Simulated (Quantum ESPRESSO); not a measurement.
# As (P-1) in Quantum ESPRESSO: convergence with k mesh

Aim: find how far k mesh must go before the results for As settle, at PBE. This setting moves, with any that are tied to it; all else stays.

All numbers are computed with Quantum ESPRESSO 7.5; they aren't measurements. Logs are shortened: lines on timing, memory, paths and dates and some standing lists are left out, and cuts for length are marked.

## Step 1: The cell of the first run

The typed cell holds 2 atoms: a = 4.566 Å, b = 4.566 Å, c = 2.834 Å, α = 90.00°, β = 90.00°, γ = 120.00°.

The cell was built by a generator and needn't be a form met in nature.

The cell isn't the ideal one: atoms moved at random, drawn with an rms of 0.05 Å.

## Step 2: With k mesh 1 × 1 × 1

The input, pw.in:

```
&CONTROL
  calculation = 'scf'
  prefix = 'pwscf'
  outdir = './tmp'
  pseudo_dir = './pseudo'
  tprnfor = .true.
  tstress = .true.
  disk_io = 'nowf'
/
&SYSTEM
  ibrav = 0
  nat = 2
  ntyp = 1
  ecutwfc = 104
  nbnd = 32
  occupations = 'smearing'
  smearing = 'fd'
  degauss = 0.00999582
/
&ELECTRONS
  conv_thr = 4d-10
  electron_maxstep = 120
  mixing_beta = 0.5
/
ATOMIC_SPECIES
As    74.9216 As.upf
CELL_PARAMETERS angstrom
   4.5664000000    0.0000000000    0.0000000000
  -2.2832000000    3.9546200000    0.0000000000
   0.0000000000    0.0000000000    2.8337400000
ATOMIC_POSITIONS crystal
As     0.3367040000    0.6721190000    0.0111030000
As     0.6722130000    0.3384260000    0.0180990000
K_POINTS automatic
1 1 1 0 0 0
```

Potentials or basis: PseudoDojo 0.5 SR PBE stringent.

On the command line:

```console
OMP_NUM_THREADS=1 pw.x -in pw.in > pw.out
```

pw.out:

```text
This program is part of the open-source Quantum ESPRESSO suite
     for quantum simulation of materials; please cite
[... 6 lines left out ...]
     --------------------
     sticks:   dense  smooth     PW     G-vecs:    dense   smooth      PW
     Sum        2125    2125    535                49403    49403    6215

     Using Slab Decomposition

     bravais-lattice index     =            0
     lattice parameter (alat)  =       8.6292  a.u.
     unit-cell volume          =     345.3308 (a.u.)^3
     number of atoms/cell      =            2
     number of atomic types    =            1
     number of electrons       =        46.00
     number of Kohn-Sham states=           32
     kinetic-energy cutoff     =     104.0000  Ry
     charge density cutoff     =     416.0000  Ry
     scf convergence threshold =      4.0E-10
     mixing beta               =       0.5000
     number of iterations used =            8  plain     mixing
     Exchange-correlation= PBE
                           (   1   4   3   4   0   0   0)

     celldm(1)=   8.629245  celldm(2)=   0.000000  celldm(3)=   0.000000
     celldm(4)=   0.000000  celldm(5)=   0.000000  celldm(6)=   0.000000

     crystal axes: (cart. coord. in units of alat)
               a(1) = (   1.000000   0.000000   0.000000 )
               a(2) = (  -0.500000   0.866026   0.000000 )
               a(3) = (   0.000000   0.000000   0.620563 )

     reciprocal axes: (cart. coord. in units 2 pi/alat)
               b(1) = (  1.000000  0.577350 -0.000000 )
               b(2) = (  0.000000  1.154700  0.000000 )
               b(3) = (  0.000000 -0.000000  1.611439 )

     PseudoPot. # 1 for As read from file:
     As.upf
     Pseudo is Norm-conserving + core correction, Zval = 23.0
     Generated using ONCVPSP code by D. R. Hamann
     Using radial grid of 1358 points,  6 beta functions with:
                l(1) =   0
                l(2) =   0
                l(3) =   1
                l(4) =   1
                l(5) =   2
                l(6) =   2

     atomic species   valence    mass     pseudopotential
     As               23.00    74.92160     As( 1.00)

     No symmetry found

   Cartesian axes

     site n.     atom                  positions (alat units)
         1        As     tau(   1) = (   0.0006445   0.5820724   0.0068901  )
         2        As     tau(   2) = (   0.5030000   0.2930856   0.0112316  )

     number of k points=     1  Fermi-Dirac smearing, width (Ry)=  0.0100
                       cart. coord. in units 2pi/alat
        k(    1) = (   0.0000000   0.0000000   0.0000000), wk =   2.0000000

     Dense  grid:    49403 G-vectors     FFT dimensions: (  60,  60,  36)

     Check: negative core charge=   -0.000014

     Initial potential from superposition of free atoms

     starting charge      45.9995, renormalised to      46.0000
     Starting wfcs are   26 randomized atomic wfcs +    6 random wfcs

     Self-consistent Calculation

     iteration #  1     ecut=   104.00 Ry     beta= 0.50
     Davidson diagonalization with overlap
     ethr =  1.00E-02,  avg # of iterations =  7.0

     Threshold (ethr) on eigenvalues was too large:
     Diagonalizing with lowered threshold

     Davidson diagonalization with overlap
     ethr =  1.59E-04,  avg # of iterations =  5.0

     total energy              =   -1221.05488342 Ry
     estimated scf accuracy    <       0.06996318 Ry

     iteration #  2     ecut=   104.00 Ry     beta= 0.50
     Davidson diagonalization with overlap
     ethr =  1.52E-04,  avg # of iterations =  2.0

     total energy              =   -1221.05495824 Ry
     estimated scf accuracy    <       0.01023380 Ry

     iteration #  3     ecut=   104.00 Ry     beta= 0.50
     Davidson diagonalization with overlap
     ethr =  2.22E-05,  avg # of iterations =  2.0

     total energy              =   -1221.05576762 Ry
     estimated scf accuracy    <       0.00234796 Ry

     iteration #  4     ecut=   104.00 Ry     beta= 0.50
     Davidson diagonalization with overlap
     ethr =  5.10E-06,  avg # of iterations =  2.0

     total energy              =   -1221.05604948 Ry
     estimated scf accuracy    <       0.00010714 Ry

     iteration #  5     ecut=   104.00 Ry     beta= 0.50
     Davidson diagonalization with overlap
     ethr =  2.33E-07,  avg # of iterations =  2.0

     total energy              =   -1221.05605760 Ry
     estimated scf accuracy    <       0.00000211 Ry

     iteration #  6     ecut=   104.00 Ry     beta= 0.50
     Davidson diagonalization with overlap
     ethr =  4.59E-09,  avg # of iterations =  3.0

     total energy              =   -1221.05605806 Ry
     estimated scf accuracy    <       0.00000044 Ry

     iteration #  7     ecut=   104.00 Ry     beta= 0.50
     Davidson diagonalization with overlap
     ethr =  9.54E-10,  avg # of iterations =  2.0

     total energy              =   -1221.05605813 Ry
     estimated scf accuracy    <       0.00000013 Ry

     iteration #  8     ecut=   104.00 Ry     beta= 0.50
     Davidson diagonalization with overlap
     ethr =  2.93E-10,  avg # of iterations =  2.0

     total energy              =   -1221.05605815 Ry
     estimated scf accuracy    <          6.4E-09 Ry

     iteration #  9     ecut=   104.00 Ry     beta= 0.50
     Davidson diagonalization with overlap
     ethr =  1.40E-11,  avg # of iterations =  2.0

     End of self-consistent calculation

          k = 0.0000 0.0000 0.0000 (  6215 PWs)   bands (ev):

  -177.1696-177.1694-120.8285-120.8283-120.3940-120.3924-120.3677-120.3662
   -27.8148 -27.7724 -27.6289 -27.6055 -27.6041 -27.5820 -27.2442 -27.2415
   -27.2048 -27.2037  -5.1260   0.2235   5.0425   5.1044   9.4346   9.4834
    12.0548  14.5241  15.6993  17.3960  23.5903  23.6107  23.9343  25.4475

     the Fermi energy is     9.4590 ev

!    total energy              =   -1221.05605815 Ry
     estimated scf accuracy    <          2.3E-10 Ry
     smearing contrib. (-TS)   =      -0.02755393 Ry
     internal energy E=F+TS    =   -1221.02850421 Ry

     The total energy is F=E-TS. E is the sum of the following terms:
     one-electron contribution =   -1127.08055424 Ry
     hartree contribution      =     529.14701032 Ry
     xc contribution           =    -110.41468410 Ry
     ewald contribution        =    -512.68027619 Ry

     convergence has been achieved in   9 iterations

     Forces acting on atoms (cartesian axes, Ry/au):

     atom    1 type  1   force =    -0.02297393    0.00288275    0.00078582
     atom    2 type  1   force =     0.02297393   -0.00288275   -0.00078582

     Total force =     0.032764     Total SCF correction =     0.000206

     Computing stress (Cartesian axis) and pressure

          total   stress  (Ry/bohr**3)                   (kbar)     P=     -176.02
   0.00288046  -0.00010520   0.00000058          423.73      -15.48        0.09
  -0.00010520   0.00285362  -0.00000007          -15.48      419.78       -0.01
   0.00000058  -0.00000007  -0.00932380            0.09       -0.01    -1371.58

=------------------------------------------------------------------------------=
   JOB DONE.
=------------------------------------------------------------------------------=
```

It took 3.9 s on 1 thread of Arm Neoverse V1, shared host; peak memory 0.07 GiB.

Results:

| Item | Value |
| --- | --- |
| Free energy | -16613.3140 eV |
| Pressure | -17.6 GPa |
| Largest force | 0.596 eV/Å |

## Step 3: With k mesh 1 × 1 × 2

pw.in: that of step 2 with these lines changed.

```diff
@@ -34,2 +34,2 @@
 K_POINTS automatic
-1 1 1 0 0 0
+1 1 2 0 0 0
```

Potentials or basis: PseudoDojo 0.5 SR PBE stringent.

On the command line:

```console
OMP_NUM_THREADS=1 pw.x -in pw.in > pw.out
```

Wall time 6 s (1 thread of Arm Neoverse V1, shared host); peak memory 0.08 GiB.

Results:

| Item | Value |
| --- | --- |
| Free energy | -16611.7556 eV |
| Pressure | 17.4 GPa |
| Largest force | 0.205 eV/Å |
| Band gap on the k mesh | none (metal or under the smearing width) |

## Step 4: With k mesh 2 × 2 × 2

pw.in: that of step 3 with these lines changed.

```diff
@@ -34,2 +34,2 @@
 K_POINTS automatic
-1 1 2 0 0 0
+2 2 2 0 0 0
```

On the command line:

```console
OMP_NUM_THREADS=1 pw.x -in pw.in > pw.out
```

Run time: 21 s. Hardware: 1 thread of Arm Neoverse V1, shared host; peak memory 0.1 GiB.

What came out:

```yaml
Free_energy: -16614.4481 eV
Pressure: -4.1 GPa
Largest_force: 0.071 eV/Å
Band_gap_on_the_k_mesh: none (metal or under the smearing width)
```

## Step 5: With k mesh 2 × 2 × 3

pw.in: that of step 4 with these lines changed.

```diff
@@ -34,2 +34,2 @@
 K_POINTS automatic
-2 2 2 0 0 0
+2 2 3 0 0 0
```

On the command line:

```console
OMP_NUM_THREADS=1 pw.x -in pw.in > pw.out
```

It took 20 s on 1 thread of Arm Neoverse V1, shared host; peak memory 0.1 GiB.

Results:

```
Free energy            : -16613.2535 eV
Pressure               : -4.9 GPa
Largest force          : 0.063 eV/Å
Band gap on the k mesh : none (metal or under the smearing width)
```

## Step 6: With k mesh 3 × 3 × 4

pw.in: that of step 5 with these lines changed.

```diff
@@ -34,2 +34,2 @@
 K_POINTS automatic
-2 2 3 0 0 0
+3 3 4 0 0 0
```

Potentials or basis: PseudoDojo 0.5 SR PBE stringent.

On the command line:

```console
OMP_NUM_THREADS=1 pw.x -in pw.in > pw.out
```

Wall time 48 s (1 thread of Arm Neoverse V1, shared host); peak memory 0.13 GiB.

The run converged. Its results:

```
Free energy            : -16612.3680 eV
Pressure               : -1.6 GPa
Largest force          : 0.029 eV/Å
Band gap on the k mesh : none (metal or under the smearing width)
```

## Step 7: With k mesh 4 × 4 × 4

pw.in: that of step 6 with these lines changed.

```diff
@@ -34,2 +34,2 @@
 K_POINTS automatic
-3 3 4 0 0 0
+4 4 4 0 0 0
```

On the command line:

```console
OMP_NUM_THREADS=1 pw.x -in pw.in > pw.out
```

It took 86 s on 1 thread of Arm Neoverse V1, shared host; peak memory 0.18 GiB.

The run converged. Its results:

```
Free energy            : -16612.2821 eV
Pressure               : -0.8 GPa
Largest force          : 0.034 eV/Å
Band gap on the k mesh : none (metal or under the smearing width)
```

## Step 8: With k mesh 4 × 4 × 5

pw.in: that of step 7 with these lines changed.

```diff
@@ -34,2 +34,2 @@
 K_POINTS automatic
-4 4 4 0 0 0
+4 4 5 0 0 0
```

On the command line:

```console
OMP_NUM_THREADS=1 pw.x -in pw.in > pw.out
```

Wall time 91 s (1 thread of Arm Neoverse V1, shared host); peak memory 0.2 GiB.

The run converged. Its results:

```
Free energy            : -16612.2843 eV
Pressure               : -0.3 GPa
Largest force          : 0.030 eV/Å
Band gap on the k mesh : none (metal or under the smearing width)
```

## Step 9: With k mesh 5 × 5 × 6

pw.in: that of step 8 with these lines changed.

```diff
@@ -34,2 +34,2 @@
 K_POINTS automatic
-4 4 5 0 0 0
+5 5 6 0 0 0
```

Potentials or basis: PseudoDojo 0.5 SR PBE stringent.

On the command line:

```console
OMP_NUM_THREADS=1 pw.x -in pw.in > pw.out
```

It took 2.8 min on 1 thread of Arm Neoverse V1, shared host; peak memory 0.3 GiB.

Results (log left out):

| Item | Value |
| --- | --- |
| Free energy | -16612.3464 eV |
| Pressure | 0.8 GPa |
| Largest force | 0.039 eV/Å |
| Band gap on the k mesh | none (metal or under the smearing width) |

## Step 10: With k mesh 6 × 6 × 7

pw.in: that of step 9 with these lines changed.

```diff
@@ -34,2 +34,2 @@
 K_POINTS automatic
-5 5 6 0 0 0
+6 6 7 0 0 0
```

On the command line:

```console
OMP_NUM_THREADS=1 pw.x -in pw.in > pw.out
```

It took 4.6 min on 1 thread of Arm Neoverse V1, shared host; peak memory 0.46 GiB.

Results (log left out):

| Item | Value |
| --- | --- |
| Free energy | -16612.4141 eV |
| Pressure | 0.0 GPa |
| Largest force | 0.035 eV/Å |
| Band gap on the k mesh | none (metal or under the smearing width) |

## Step 11: The series at a glance

```tsv
k mesh	energy less the tightest run, at zero smearing (meV/atom)	pressure (GPa)	largest force (eV/Å)	SCF cycles	CPU time (s)	peak memory (GiB)
1 × 1 × 1	-372.63	-17.60	0.596	9	3.8	0.07
1 × 1 × 2	316.25	17.38	0.205	8	6	0.08
2 × 2 × 2	-1022.85	-4.09	0.071	8	21	0.1
2 × 2 × 3	-413.37	-4.93	0.063	8	20	0.1
3 × 3 × 4	14.00	-1.59	0.029	8	48	0.13
4 × 4 × 4	65.27	-0.82	0.034	8	86	0.18
4 × 4 × 5	67.58	-0.27	0.030	7	91	0.2
5 × 5 × 6	36.67	0.78	0.039	7	170	0.3
6 × 6 × 7	0.00	0.05	0.035	7	280	0.46
```

Against the tightest run, the largest force stays within 0.005 eV/Å from 5 × 5 × 6 on. Not settled before the last step: the energy (to 1 meV/atom), the pressure (to 0.1 GPa). Meshes of other sizes hit other points, so gaps and Fermi surfaces needn't settle smoothly. The tightest run that finished is the yardstick and may itself not be fully converged.
